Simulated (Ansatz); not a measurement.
# BN: a line through a two-coordinate scan

An exercise on one series of results from a longer session: the logs are not shown, and one member is left open.

Method: DFT PBE, scalar-relativistic, plane waves, PAW, in Ansatz 0.2.0.

72 further runs of the same task are left out: 72 set aside as unsound or not needed.

## Starting point

Symmetry: F-43m, No. 216, cubic system. The conventional cell has a = 3.625 Å, b = 3.625 Å, c = 3.625 Å, α = 90.00°, β = 90.00°, γ = 90.00°. Around B (site symmetry -43m) lie 4 N at 1.57 Å. N (site symmetry -43m) is surrounded by 4 B at 1.57 Å.

As a file:

```xyz
2
Lattice="0.0000 1.8124 1.8124 1.8124 0.0000 1.8124 1.8124 1.8124 0.0000" Properties=species:S:1:pos:R:3 pbc="T T T"
B     0.0000    0.0000    0.0000
N     2.7186    2.7186    2.7186
```

It goes back to an entry of the Materials Project.

This cell was relaxed beforehand with the same method: volume 5.95 Å³/atom, gap on the mesh 4.46 eV.

## Plan of the line

The energy is mapped over volume and the cell's shape.

The axes are (1) volume per atom: 11 values from 5.239 to 6.668 Å³; (2) c/a of the conventional cell: 11 values from 0.834 to 1.200.

Nothing else is relaxed (symmetry fixes all fractional coordinates). Energies count from the relaxed crystal. Points are written as (first, second).

The first run:

input.yaml

```yaml
crystal:
  lattice:
    - [0.0, 1.5383480433, 1.8454271152]
    - [1.8454271152, 0.0, 1.8454271152]
    - [1.8454271152, 1.5383480433, 0.0]
  atoms:
    - { symbol: B, position: [0.0, 0.0, 0.0] }
    - { symbol: "N", position: [0.75, 0.75, 0.75] }
basis:
  ecutwfc: 520.0
kpoints:
  mp_grid: { grid: [12, 12, 12] }
hamiltonian:
  xc: pbe
scf:
  occupations: { method: gaussian, width: 0.05 }
output:
  forces: true
  stress: true
  eigenvalues: true
```

Run with:

```
$ ansatz run input.yaml --threads 1 --pin off --max-ram 2048MiB --backend cpu --events-out ev --progress --plain --runs-dir out
```

Steps of the session up to this table: Point (5.239 Å³, 0.834); The run at (5.382 Å³, 0.834); Grid point (5.525 Å³, 0.834); Point (5.668 Å³, 0.834); Grid point (5.810 Å³, 0.834); The run at (5.953 Å³, 0.834); Point (6.096 Å³, 0.834); The run at (6.239 Å³, 0.834); Point (6.382 Å³, 0.834); Grid point (6.525 Å³, 0.834).

One table of the session follows, with a row left open; its other results are not shown here.

```
volume per atom (Å³)  energy (meV/atom)  slope (meV/atom per Å³)  pressure (GPa)  band gap on the k-mesh (eV)
               5.239                325                     −363              58                         1.67
               5.382                280                     −271              43                         1.72
               5.525                247                     −190              30                         1.77
               5.668                225                     −117              19                         1.81
               5.810                213                      −52               8                         1.85
               5.953                210                        6              −1                         1.89
               6.096                214                       58              −9                         1.93
               6.239                226                      104             −17                         1.96
               6.382                244                      146             −23                         1.99
               6.525                  ?                        ?               ?                            ?
               6.668                296                      215             −35                         2.04
```

Estimate the missing values for volume per atom (Å³) = 6.525.

Worked estimate for «energy (meV/atom)». A straight line through the neighbours (6.382, 244) and (6.668, 296) gives 244 + (296 − 244) × (6.525 − 6.382) / (6.668 − 6.382) = 270; a parabola fitted to 3 rows on both sides gives 267.

As computed: energy (meV/atom): 267; slope (meV/atom per Å³): 182; pressure (GPa): −29; band gap on the k-mesh (eV): 2.02. In «energy (meV/atom)» the line misses by +3 and the parabola by +0.

Energies count from the relaxed crystal. Rows without a step come from runs not printed here or follow by symmetry. Slopes come from the forces (and the stress, where the cell changes), not from differences of energies.

In words: Along the line the energy is lowest at 5.953 Å³, 210 meV/atom from the zero. A fit to energies and slopes at the lowest point and its two neighbours puts the minimum at 5.9373 Å³, with a curvature of about 390 meV/atom per (Å³)². V·d²E/dV² there is about 370 GPa, a bulk modulus under this line's constraint. The highest point computed, at 5.239 Å³, lies 115 meV/atom above the lowest. This is one cut through a surface in two coordinates; the map's lowest point lies off it.

Caveats from the session: These are semilocal Kohn-Sham gaps, which aren't the measured quantity.
